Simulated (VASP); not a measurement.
C:

```xyz
1
Lattice="-1.4141 1.4141 1.4141 1.4141 -1.4141 1.4141 1.4141 1.4141 -1.4141" Properties=species:S:1:pos:R:3 pbc="T T T"
C     0.0000    0.0000    0.0000
```

The cell isn't the ideal one: Pb replaced by C, lengths x 0.712, strained and moved within the space group.

Base run:

| Property | Result |
| --- | --- |
| Program | VASP 6.6.1 |
| Functional | PBE |
| Potentials or basis | VASP PAW PBE potentials, release 64 (C) |
| Cutoff | 520 eV |
| k mesh | 20 × 20 × 20 |
| Occupations | gaussian, width 0.1 eV |
| Spin | no spin polarisation |

Its results: band gap on the k mesh none (metal or under the smearing width); pressure -31.2 GPa.

Question: The run is repeated on the same cell with these changes: k mesh from 20 × 20 × 20 to 8 × 8 × 8; further incar settings from ALGO = Normal; EDIFF = 1e-06; NBANDS = 8 to ALGO = Normal; EDIFF = 1e-07; NBANDS = 8. What comes out?

Answer: Band gap on the k mesh none (metal or under the smearing width); pressure -30.0 GPa.

Caveats: some runs use coarse meshes; so large a pressure means that the cell lies far from this level's equilibrium, or that cutoff or potentials fall short; the cell as given lies far from equilibrium (some runs).
